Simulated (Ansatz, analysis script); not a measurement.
# Fixed-spin-moment curve of a free-standing triangular Ru monolayer, spacing 3.288 Å

Is a free-standing triangular Ru monolayer, spacing 3.288 Å magnetic, nearly magnetic or plainly paramagnetic? E(M) and M(B) tell.

Main program and level: Ansatz 0.2.0; PBE, PAW set soft_1.

Most raw output is cut from this account.

## 1. Starting point

The cell holds 1 atom: 1 Ru. Cell: a = 3.288 Å, b = 3.288 Å, c = 14.000 Å, α = 90.0°, β = 90.0°, γ = 120.0°. An idealised lattice of chosen spacing, in vacuum. Vacuum lies along c.

## 2. Two spin channels first

A collinear run comes first: it shows whether moments survive, and how large they are.

input.yaml reads:

```yaml
crystal:
  lattice:
    - [3.288, 0.0, 0.0]
    - [-1.644, 2.847492, 0.0]
    - [0.0, 0.0, 14.0]
  atoms:
    - { symbol: Ru, position: [0.0, 0.0, 0.5], spin: 1.5 }
magnetization:
  spin_polarized: true
kpoints:
  mp_grid: { grid: [10, 10, 1] }
hamiltonian:
  xc: pbe
  pseudopotentials: { kind: paw, azcp: { folder: soft_1 } }
scf:
  occupations: { method: fermi_dirac, width: 0.1 }
  max_iter: 120
  convergence: { dr2_threshold: 1.0e-08 }
  lower_state_search: "off"
```

Started as:

```
$ ansatz run input.yaml --threads 2 --pin off --max-ram 5120MiB --backend cpu --events-out ev --progress --plain --runs-dir out
```

It took 1.9 s on 2 threads of Arm Neoverse V2, shared host; peak memory 0.31 GiB; 3.1 s of CPU time.

Spin moment in the atom's sphere by atom:

```
atom  spin moment in the atom's sphere (μB)
 Ru1                                   2.60
```

The run ends ferromagnetic, with a net moment of 2.74 μB a cell. With one Ru atom carrying the moment, parallel order of its images is forced by the cell, not found.

## 3. The same state on a denser mesh

Levels at the Fermi energy are partly filled, so moments and energy differences can hang on the k-mesh, and the state is solved again on a denser one.

input.yaml, the sections that differ from step 2:

```yaml
crystal:
  lattice:
    - [3.288, 0.0, 0.0]
    - [-1.644, 2.847492, 0.0]
    - [0.0, 0.0, 14.0]
  atoms:
    - { symbol: Ru, position: [0.0, 0.0, 0.5], spin: 2.6 }
kpoints:
  mp_grid: { grid: [19, 19, 1] }
basis:
  ecutwfc: 420.0
checkpoint:
  read: start
  write: ck
  compress: false
  write_wavefunctions: false
  write_every: 100000
# magnetization, hamiltonian, scf: as in step 2
```

Wall time 2.3 s (2 threads); peak memory 0.39 GiB; 4.3 s of CPU time.

Spin moment in the atom's sphere by atom:

```
atom  spin moment in the atom's sphere (μB)
 Ru1                                   2.67
```

The run ends ferromagnetic, with a net moment of 2.83 μB a cell, against 2.74 μB on the first mesh.

## 4. Without spin

The state without spin is the zero of E(M).

input.yaml, the sections that differ from step 3:

```yaml
crystal:
  lattice:
    - [3.288, 0.0, 0.0]
    - [-1.644, 2.847492, 0.0]
    - [0.0, 0.0, 14.0]
  atoms:
    - { symbol: Ru, position: [0.0, 0.0, 0.5] }
scf:
  occupations: { method: fermi_dirac, width: 0.1 }
  max_iter: 120
  convergence: { dr2_threshold: 1.0e-08 }
# kpoints, hamiltonian, basis: as in step 3
# magnetization: removed
# checkpoint: removed
```

Started as:

```
$ ansatz run input.yaml --threads 1 --pin off --max-ram 2560MiB --backend cpu --events-out ev --progress --plain --runs-dir out
```

Run time: 2.1 s. Hardware: 1 thread; peak memory 0.34 GiB.

The free collinear run lies 628 meV below it.

## 5. Without spin, levels printed

Edit input.yaml of step 4 so:

```diff
@@ -18 +18,3 @@
   ecutwfc: 420.0
+output:
+  eigenvalues: true
```

It took 2.3 s on 1 thread; peak memory 0.33 GiB.

## 6. Total moment fixed at 0.227 μB

Two Fermi levels, one a spin, hold the total moment exactly, which reaches states that a free run would leave.

input.yaml, the sections that differ from step 5:

```yaml
crystal:
  lattice:
    - [3.288, 0.0, 0.0]
    - [-1.644, 2.847492, 0.0]
    - [0.0, 0.0, 14.0]
  atoms:
    - { symbol: Ru, position: [0.0, 0.0, 0.5], spin: 0.227 }
magnetization:
  spin_polarized: true
  initial_magnetization: 0.227
  spin_locking: { lock_magnetization: hard }
scf:
  occupations: { method: fermi_dirac, width: 0.1 }
  max_iter: 120
  convergence: { dr2_threshold: 1.0e-08 }
  lower_state_search: "off"
# kpoints, hamiltonian, basis: as in step 5
# output: removed
```

Wall time 7 s (1 thread); peak memory 0.37 GiB.

The energy is -7.19 meV from the state without spin, and the largest site carries 0.229 μB.

## 7. Total moment fixed at 0.455 μB

input.yaml, the sections that differ from step 6:

```yaml
crystal:
  lattice:
    - [3.288, 0.0, 0.0]
    - [-1.644, 2.847492, 0.0]
    - [0.0, 0.0, 14.0]
  atoms:
    - { symbol: Ru, position: [0.0, 0.0, 0.5], spin: 0.455 }
magnetization:
  spin_polarized: true
  initial_magnetization: 0.455
  spin_locking: { lock_magnetization: hard }
# kpoints, hamiltonian, scf, basis: as in step 6
```

It took 8.5 s on 1 thread; peak memory 0.37 GiB.

The energy is -120 meV from the state without spin, and the largest site carries 0.362 μB.

## 8. Total moment fixed at 1.591 μB

input.yaml, the sections that differ from step 7:

```yaml
crystal:
  lattice:
    - [3.288, 0.0, 0.0]
    - [-1.644, 2.847492, 0.0]
    - [0.0, 0.0, 14.0]
  atoms:
    - { symbol: Ru, position: [0.0, 0.0, 0.5], spin: 1.591 }
magnetization:
  spin_polarized: true
  initial_magnetization: 1.591
  spin_locking: { lock_magnetization: hard }
# kpoints, hamiltonian, scf, basis: as in step 7
```

The job ended after 4.7 s (1 thread; peak memory 0.37 GiB).

The energy is -358 meV from the state without spin, and the largest site carries 1.52 μB.

## 9. Total moment fixed at 2.5 μB

input.yaml, the sections that differ from step 8:

```yaml
crystal:
  lattice:
    - [3.288, 0.0, 0.0]
    - [-1.644, 2.847492, 0.0]
    - [0.0, 0.0, 14.0]
  atoms:
    - { symbol: Ru, position: [0.0, 0.0, 0.5], spin: 2.5 }
magnetization:
  spin_polarized: true
  initial_magnetization: 2.5
  spin_locking: { lock_magnetization: hard }
# kpoints, hamiltonian, scf, basis: as in step 8
```

The job ended after 4.7 s (1 thread; peak memory 0.38 GiB).

The energy is -597 meV from the state without spin, and the largest site carries 2.37 μB.

The other 7 runs of this kind were made alike; their results stand in the table below.

## 10. No field, tight threshold

A field gives a second route to the same curve. A thousand tesla shift each spin by 58 meV, and the threshold is tightened so that small induced moments are resolved.

input.yaml, the sections that differ from step 9:

```yaml
crystal:
  lattice:
    - [3.288, 0.0, 0.0]
    - [-1.644, 2.847492, 0.0]
    - [0.0, 0.0, 14.0]
  atoms:
    - { symbol: Ru, position: [0.0, 0.0, 0.5], spin: 2.67 }
magnetization:
  spin_polarized: true
scf:
  occupations: { method: fermi_dirac, width: 0.1 }
  max_iter: 120
  convergence: { dr2_threshold: 1.0e-10 }
  lower_state_search: "off"
# kpoints, hamiltonian, basis: as in step 9
```

Wall time 6.8 s (1 thread); peak memory 0.37 GiB.

The net moment is 2.83 μB a cell.

## 11. Field of 2000 T

Edit input.yaml of step 10 so:

```diff
@@ -9,2 +9,3 @@
   spin_polarized: true
+  magnetic_field: 2000.0
 kpoints:
```

Wall time 6.6 s (1 thread); peak memory 0.38 GiB.

The net moment is 2.92 μB a cell.

The other 2 runs of this kind were made alike; their results stand in the table below.

## 12. Analysis

The energy less the state without spin by total moment:

```
total moment (μB/cell)  energy less the state without spin (meV/cell)
                  0.00                                              0
                  0.23                                          -7.19
                  0.46                                           -120
                  0.68                                           -140
                  0.91                                           -175
                  1.14                                           -225
                  1.36                                           -287
                  1.59                                           -358
                  1.82                                           -429
                  2.04                                           -495
                  2.27                                           -551
                  2.50                                           -597
```

The field that holds a moment is half the difference of the two Fermi levels over μB.

The field that holds the moment by total moment:

```
total moment (μB/cell)  field that holds the moment (T)
                 0.227                            -1088
                 0.455                            -1016
                 0.682                            -2039
                 0.909                            -3230
                 1.136                            -4334
                 1.364                            -5126
                 1.591                            -5458
                 1.818                            -5284
                 2.045                            -4692
                 2.273                            -3898
                 2.500                            -2932
```

Total moment against field:

```
field (T)  total moment (μB/cell)
        0                    2.83
      500                    2.87
     1000                    2.89
     2000                    2.92
```

Three Landau terms miss the curve as a whole or at its small-moment end, and no Stoner analysis is made here.

## 13. What came out

| Quantity | Value |
| --- | --- |
| state of the free run | ferromagnetic |
| net moment of the free run | 2.83 μB |
| energy of the free run from the state without spin | -628 meV a cell |
| lowest of the fixed moments tried | M = 2.5 μB, -597 meV |
| dM/dB between 0 and 500 T | 0.0704 μB a cell per 1000 T |

At this level the system is magnetic: the free run keeps 2.67 μB on the largest site. No other order was typed. The free run, at 2.83 μB, lies 628 meV under the state without spin and so below every fixed moment tried: the minimum lies beyond the last point. Among the fixed moments, E(M) falls 597 meV below the state without spin and is lowest near 2.5 μB, the last point, so the minimum may lie beyond. Between 0.227 and 0.455 μB the change of energy is far from what the holding fields at both ends integrate to: the field bends sharply there, or the points lie on different branches. The field acts on spins alone. The 15 fixed-moment and field runs took 90 s of wall time, added up. Energies are free energies at a smearing of 0.1 eV, and with partly filled levels differences shift, at times strongly, as the smearing goes to zero. The cell was taken as built, with atoms unrelaxed. In doubt: the program's search for lower states was switched off, so a lower magnetic state than those reached may exist.

[Logs and program files are shortened in this print: banners, set-up blocks, solver, clock and traceback lines can be left out without a mark of their own.]

[Logs are printed without paths, hosts, clocks, repeated set-up lines and the standing remarks that a program may print on its own settings, such as how far it seeks lower states.]

[Hosts, paths, dates, database ids (printed as entryN), source tags and the programs' standing remarks are cut or masked in the printed files.]
